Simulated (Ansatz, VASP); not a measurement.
**ZnAu in VASP and in Ansatz**

```xyz
2
Lattice="3.1470 0.0000 0.0000 0.0000 3.1470 0.0000 0.0000 0.0000 3.1470" Properties=species:S:1:pos:R:3 pbc="T T T"
Zn    1.5735    1.5735    1.5735
Au    0.0000    0.0000    0.0000
```

Alike in both runs: task single point; functional PBEsol; k mesh 10 × 10 × 10; occupations fermi-dirac, width 0.15 eV; no spin polarisation.

```csv
,VASP,Ansatz
version,VASP 6.6.1,Ansatz 0.2.0
potentials or method,"VASP PAW PBE potentials, release 64 (Zn, Au)","plane waves, PAW"
plane-wave cutoff (eV),520,450
valence electrons in the cell,23,31
```

Ansatz gave:

* pressure (GPa): -2.4

Q: What did VASP give for the same quantities?

A: Pressure (GPa): -2.3.

With one functional, cell and mesh, what is left measures potentials, basis and numerics. The two sets of potentials don't hold the same shells in valence.

Caveats: the PAW data sets were made with another functional, which shifts forces and pressure a little (VASP). Spin-orbit coupling is left out, which matters for the levels of Au.
